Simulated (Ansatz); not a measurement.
# HfO2: the cost of one run

Program: Ansatz 0.2.0. Level of theory: DFT PBE, scalar-relativistic, plane waves, PAW. These are calculated values, not measurements.

4 further runs of the same task are left out: 1 that didn't finish, 3 set aside as unsound or not needed.

## Step 1: The structure to begin with

It takes space group P4_2/nmc (No. 137, tetragonal). Conventional cell: a = 3.604 Å, b = 3.604 Å, c = 5.264 Å, α = 90.00°, β = 90.00°, γ = 90.00°. Hf (site symmetry -4m2) is surrounded by 4 O at 2.07 Å. O (site symmetry 2mm) is surrounded by 2 Hf at 2.07 Å.

Structure file:

```
Hf O
1.0
     3.60430    0.00000    0.00000
     0.00000    3.60430    0.00000
     0.00000    0.00000    5.26397
Hf O
2 4
Direct
  0.50000 0.50000 0.50000
  0.00000 0.00000 0.00000
  0.00000 0.50000 0.69325
  0.50000 0.00000 0.80675
  0.50000 0.00000 0.30675
  0.00000 0.50000 0.19325
```

It goes back to an entry of the Materials Project, which need not be the stable form.

This cell was relaxed beforehand with the same method: volume 11.40 Å³/atom, gap on the mesh 4.67 eV.

## Step 2: Zero of energy

Reference values: F = -33723.0398 eV; pressure 0.02 GPa; largest force 0.000 eV/Å; gap on the mesh 4.67 eV. It was computed beforehand with the settings of the runs below.

## Step 3: The scan: moving one atom along a line

Atom 1 (Hf) is moved by x along the Cartesian unit vector (0.707, -0.707, 0.000); the cell and all other atoms stay fixed. Forces below are components along that vector, summed over the moved atoms. In a periodic cell its images move with it.

## Step 4: x = -0.200 Å

Input file input.yaml:

```yaml
crystal:
  lattice:
    - [3.604304784, 0.0, 0.0]
    - [0.0, 3.604304784, 0.0]
    - [0.0, 0.0, 5.2639672632]
  atoms:
    - { symbol: Hf, position: [0.4607632082, 0.5392367918, 0.5] }
    - { symbol: Hf, position: [0.0, 0.0, 0.0] }
    - { symbol: O, position: [0.0, 0.5, 0.6932520948] }
    - { symbol: O, position: [0.5, 0.0, 0.8067479052] }
    - { symbol: O, position: [0.5, 0.0, 0.3067479052] }
    - { symbol: O, position: [0.0, 0.5, 0.1932520948] }
basis:
  ecutwfc: 420
kpoints:
  mp_grid: { grid: [6, 6, 4] }
hamiltonian:
  xc: pbe
scf:
  occupations: { method: gaussian, width: 0.05 }
output:
  forces: true
  stress: true
  eigenvalues: true
```

Launch:

```sh
$ ansatz run input.yaml --threads 1 --pin off --max-ram 2560MiB --backend cpu --events-out ev --progress --plain --runs-dir out
```

**Question.** How long does this run take on 1 thread of Arm Neoverse V2, shared host, and how much memory does it need?

About 11 s, with a peak of 0.36 GiB.
